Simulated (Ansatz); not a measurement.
**Ti: stationary points along a deformation path**

Method: DFT PBEsol, scalar-relativistic, plane waves, PAW (Ansatz 0.2.0). Cutoff 420 eV, Γ-centred 28×28×28 k-points, Gaussian smearing of 0.15 eV. No spin polarisation. Energies are free energies at this smearing, counted from the undisturbed cell; pressure is positive in compression.

Zero of the scan (relaxed at this level; with this scan's settings it stands at 0.1 GPa; this fcc form isn't the usual structure):

```
CELL_PARAMETERS angstrom
0.00000 2.02792 2.02792
2.02792 0.00000 2.02792
2.02792 2.02792 0.00000
ATOMIC_POSITIONS crystal
Ti 0.00000 0.00000 0.00000
```

At fixed volume and fractional coordinates, lengths along (0.577, 0.577, 0.577) are scaled against those across it; ρ is that ratio over its starting value. V = 16.680 Å³/atom. Δσ is the stress along the axis less the mean stress across it (compression positive).

```csv
ρ,ΔE (meV/atom),Δσ (GPa),space group
0.500,793.9,0.00,Pm-3m
0.600,651.1,20.78,R-3m
0.710,375.5,23.83,R-3m
1.000,0.0,0.00,Fm-3m
1.410,354.5,-33.86,R-3m
2.000,1774.9,-80.40,R-3m
```

How does the stress give the slope of the energy, and where is the energy stationary?

Along the path d ln(length) is 2/3 d ln ρ on the axis and −1/3 d ln ρ across it, so dE/d ln ρ = −(2/3) V Δσ: the energy falls with ρ where Δσ is positive. Δσ vanishes or changes sign at ρ = 0.500 (Pm-3m, an end of the scan), at 793.9 meV/atom; at ρ = 1.000 (Fm-3m), a minimum at 0.0 meV/atom. Pairs of stationary points between two samples would go unseen, and could change a minimum read from distant neighbours into a maximum. At ρ = 0.500, 1.000 the cell is cubic, where symmetry alone makes the stress isotropic and the slope zero.

In a metal these slopes depend on the k mesh and the smearing.

Cost: 6 runs of about 4.4 core-minutes in all, on Intel Xeon Processor @ 2.50GHz (Skylake/Cascade Lake) (shared hosts).